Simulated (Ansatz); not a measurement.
Input of an Ansatz 0.2.0 run:

File input.yaml:

```yaml
crystal:
  lattice:
    - [2.4873648738, 0.0, 0.0]
    - [-1.2436824369, 2.1541211692, 0.0]
    - [0.0, 0.0, 4.0632895034]
  atoms:
    - { symbol: Co, position: [0.3333333333, 0.6666666667, 0.740139] }
    - { symbol: Co, position: [0.6666666667, 0.3333333333, 0.259861] }
hamiltonian:
  xc: pbesol
  pseudopotentials: { kind: paw }
magnetization:
  spin_polarized: true
  initial_magnetization: 0.0
  spin_locking: { lock_magnetization: hard }
kpoints:
  mp_grid: { grid: [10, 10, 6] }
scf:
  occupations: { method: fermi_dirac, width: 0.05 }
  lower_state_search: "off"
output:
  forces: true
  stress: true
  eigenvalues: true
```

Potentials or basis: Ansatz PAW.

The run is started by

```console
$ ansatz run input.yaml --threads 2 --pin off --max-ram 5632MiB --backend cpu --events-out ev --progress --plain --runs-dir out
```

Task: What does it give for the pressure?

Result: -20.9 GPa.

Task: Estimate the largest force.

Result: 0.525 eV/Å.

Stress tensor (GPa, compression positive):
```
-20.38   0.00   0.00
  0.00 -20.38   0.00
  0.00   0.00 -22.08
```

Caveat: the total moment is fixed, so each spin has its own Fermi level; the PAW data sets come from PBE, with cores solved anew for the run's functional, which leaves a small shift of forces and pressure; the thresholds are loose for stress.
